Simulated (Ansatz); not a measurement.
Crystal: TaN.

```
CELL_PARAMETERS angstrom
2.92177 0.00000 0.00000
-1.46088 2.53033 0.00000
0.00000 0.00000 5.91652
ATOMIC_POSITIONS crystal
Ta 0.00000 0.00000 0.50000
Ta 0.00000 0.00000 0.00000
N 0.33333 0.66667 0.25000
N 0.66667 0.33333 0.75000
```

The cell comes from a database or a generator and needn't be the stable form of this composition.

* Program: Ansatz 0.2.0
* Task: relaxation of cell and atoms
* Functional: PBEsol
* Potentials or basis: Ansatz PAW
* Cutoff: 420 eV (not typed: the program's choice for these potentials)
* k mesh: 10 × 10 × 5
* Occupations: fermi-dirac, width 0.05 eV
* Spin: no spin polarisation

At the start: volume 10.94 Å³/atom.

Question: Where does the relaxation end?

Answer: It ends after 8 steps and the volume is 10.60 Å³/atom (-3.1 %); space group P6_3/mmc (No. 194, to 0.05 Å).

The path:
```
step  energy change (eV)  largest force (eV/Å)  volume (Å³)
   1              0.0000                0.0000        43.74
   2             -0.0199                0.0000        41.49
   3             -0.0474                0.0000        42.41
   4             -0.0484                0.0000        42.41
   5             -0.0484                0.0000        42.40
   6             -0.0450                0.0000        42.40
   7             -0.0451                0.0000        42.39
   8             -0.0450                0.0000        42.39
```

Final structure:
```
Ta N
1.0
     2.89061    0.00000    0.00000
    -1.44531    2.50334    0.00000
     0.00000    0.00000    5.85765
Ta N
2 2
Cartesian
  0.0000 0.0000 2.9288
  0.0000 0.0000 0.0000
  0.0000 1.6689 1.4644
  1.4453 0.8344 4.3932
```

Caveat: the plane-wave basis is chosen anew once the cell has moved, so the energies of steps on either side of that aren't comparable; the pressure holds a Pulay correction of +0.5 GPa for the finite cutoff; the PAW data sets come from PBE, with cores solved anew for the run's functional, which leaves a small shift of forces and pressure.
